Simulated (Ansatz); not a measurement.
Geometry optimisation, DFT PBEsol, scalar-relativistic, plane waves, PAW in Ansatz.

Input file:

```yaml
crystal:
  lattice:
    - [0.0, 5.43, 5.43]
    - [5.43, 0.0, 5.43]
    - [5.43, 5.43, 0.0]
  atoms:
    - { symbol: Si, position: [0.0, 0.0, 0.0] }
    - { symbol: Si, position: [0.125, 0.125, 0.125] }
    - { symbol: Si, position: [0.0, 0.0, 0.5] }
    - { symbol: Si, position: [0.125, 0.125, 0.625] }
    - { symbol: Si, position: [0.0, 0.5, 0.0] }
    - { symbol: Si, position: [0.125, 0.625, 0.125] }
    - { symbol: Si, position: [0.0, 0.5, 0.5] }
    - { symbol: Si, position: [0.125, 0.625, 0.625] }
    - { symbol: Si, position: [0.5, 0.0, 0.0] }
    - { symbol: Si, position: [0.625, 0.125, 0.125] }
    - { symbol: Si, position: [0.5, 0.0, 0.5] }
    - { symbol: Si, position: [0.625, 0.125, 0.625] }
    - { symbol: Si, position: [0.5, 0.5, 0.0] }
    - { symbol: Si, position: [0.625, 0.625, 0.125] }
    - { symbol: Si, position: [0.5, 0.5, 0.5] }
    - { symbol: Si, position: [0.625, 0.625, 0.625] }
    - { symbol: Ti, position: [0.82237263, 0.8124523, 0.31386522] }
basis:
  ecutwfc: 420.0
kpoints:
  mp_grid: { grid: [2, 2, 2] }
hamiltonian:
  xc: pbesol
  pseudopotentials: { kind: paw, azcp: { folder: soft_1 } }
scf:
  occupations: { method: fermi_dirac, width: 0.05 }
  lower_state_search: "off"
relax:
  f_tol: 0.03
  max_steps: 60
  adjacent_minimum: "off"
```

Command:

```bash
$ ansatz run input.yaml --threads 1 --pin off --max-ram 3072MiB --backend cpu --events-out ev --progress --plain --runs-dir out
```

Q: Where does it end, and by what steps?

A: The run converged. The force dipped under the threshold on the way, but the program's further checks kept it going. Limits of this set-up: coarse k mesh, PAW files made for another functional. After 9 steps the energy has fallen by 3.227 eV; Ti17 moved furthest, 1.04 Å.

```csv
step,energy less start (eV),largest force component (eV/Å),accepted
0,0.0000,3.353,yes
1,-1.1755,1.258,yes
2,-1.4660,0.404,yes
3,-1.7401,0.966,yes
4,-2.1459,1.111,yes
5,-2.5334,0.761,yes
6,-2.9473,0.554,yes
7,-3.2135,0.157,yes
8,-3.2274,0.018,yes
9,-3.2274,0.018,yes
```

```xyz
17
Lattice="0.0000 5.4300 5.4300 5.4300 0.0000 5.4300 5.4300 5.4300 0.0000" Properties=species:S:1:pos:R:3
Si -0.082 -0.080 0.005
Si 1.313 1.318 1.357
Si 2.710 2.715 -0.001
Si 4.026 4.030 1.314
Si 2.690 -0.049 2.665
Si 3.997 1.324 4.038
Si 5.348 2.720 2.635
Si 6.743 4.072 4.032
Si -0.052 2.695 2.666
Si 1.322 4.000 4.039
Si 2.719 5.352 2.636
Si 4.069 6.749 4.033
Si 2.697 2.699 5.414
Si 4.039 4.042 6.757
Si 5.378 5.382 5.409
Si 6.752 6.754 6.715
Ti 6.745 6.748 9.462
```

Whether the end is a true minimum wasn't checked by a vibrational analysis.

The run took 69 s on 1 thread of Arm Neoverse V1, with other jobs on the host, peak memory 0.55 GiB.
